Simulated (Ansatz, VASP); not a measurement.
**One calculation of AlN, two programs**

Contents of POSCAR:

```
AlN
1.0
    0.0000000000      2.2176741356      2.2176741356
    2.2176741356      0.0000000000      2.2176741356
    2.2176741356      2.2176741356      0.0000000000
Al N
1 1
Direct
    0.0000000000      0.0000000000      0.0000000000
    0.7500000000      0.7500000000      0.7500000000
```

File INCAR.step1:

```
PREC = Accurate
ENCUT = 520
ISMEAR = 0
SIGMA = 0.05
LREAL = False
LASPH = True
NELM = 80
NBANDS = 11
GGA = PE
ALGO = Normal
EDIFF = 1E-4
LWAVE = True
LCHARG = False
```

Contents of INCAR.step2:

```
PREC = Accurate
ENCUT = 520
EDIFF = 1E-7
ISMEAR = 0
SIGMA = 0.05
LREAL = False
LASPH = True
NELM = 80
ALGO = Normal
ISIF = 2
LWAVE = False
LCHARG = True
METAGGA = R2SCAN
LMIXTAU = True
LELF = True
LVHAR = True
NBANDS = 11
ISTART = 1
```

KPOINTS

```
regular mesh
0
Gamma
  10 10 10
```

Input for Ansatz:

```yaml
crystal:
  lattice:
    - [0.0, 2.2176741356, 2.2176741356]
    - [2.2176741356, 0.0, 2.2176741356]
    - [2.2176741356, 2.2176741356, 0.0]
  atoms:
    - { symbol: Al, position: [0.0, 0.0, 0.0] }
    - { symbol: "N", position: [0.75, 0.75, 0.75] }
basis:
  ecutwfc: 500
kpoints:
  mp_grid: { grid: [10, 10, 10] }
hamiltonian:
  xc: r2scan
scf:
  occupations: { method: gaussian, width: 0.05 }
output:
  forces: true
  stress: true
  eigenvalues: true
```

Change from the starting cell: strain +0.015 along x and y, +0.015 along z, atoms carried along.

Alike in both runs: task single point; functional r2SCAN; k mesh 10 × 10 × 10; occupations gaussian, width 0.05 eV; no spin polarisation.

|  | VASP | Ansatz |
| --- | --- | --- |
| version | VASP 6.6.1 | Ansatz 0.2.0 |
| potentials or method | VASP PAW PBE potentials, release 64 (Al, N) | scalar-relativistic, plane waves, PAW |
| plane-wave cutoff (eV) | 520 | 500 |
| valence electrons in the cell | 8 | 8 |

Ansatz gave:

- gap on the k mesh at the Fermi level (eV): 3.90
- least direct gap on the mesh (eV): 4.43
- pressure (GPa): -8.6

Problem. What did VASP give for the same quantities?

Solution. gap on the k mesh at the Fermi level (eV): 3.90; least direct gap on the mesh (eV): 4.47; pressure (GPa): -9.0.

Caveats: the PAW data sets were made with another functional, which shifts forces and pressure a little (VASP). A k mesh can miss the band edges.
